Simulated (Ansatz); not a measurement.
The system is MgS (Niningerite).

```
S Mg
1.0
     0.00000    2.60165    2.60165
     2.60165    0.00000    2.60165
     2.60165    2.60165    0.00000
S Mg
1 1
Direct
  0.50000 0.50000 0.50000
  0.00000 0.00000 0.00000
```

Base run:

| Item | Value |
| --- | --- |
| Program | Ansatz 0.2.0 |
| Functional | r2SCANh |
| Potentials or basis | Ansatz PAW |
| Cutoff | 500 eV (not typed: the program's choice for these potentials) |
| k mesh | 5 × 5 × 5 |
| Occupations | fermi-dirac, width 0.05 eV |
| Spin | no spin polarisation |

Its results: pressure -0.3 GPa.

After a change of settings the same cell gave: pressure -1.6 GPa. Which change was it?
A. functional from r2SCANh to r2SCAN0
B. functional from r2SCANh to HF; cutoff from 500 eV (not typed: the program's choice for these potentials) to 420 eV (not typed: the program's choice for these potentials)
C. functional from r2SCANh to r2SCAN50

C.

Caveats: the PAW data sets come from PBE, with cores solved anew for the run's functional, which leaves a small shift of forces and pressure; the thresholds are loose for stress.
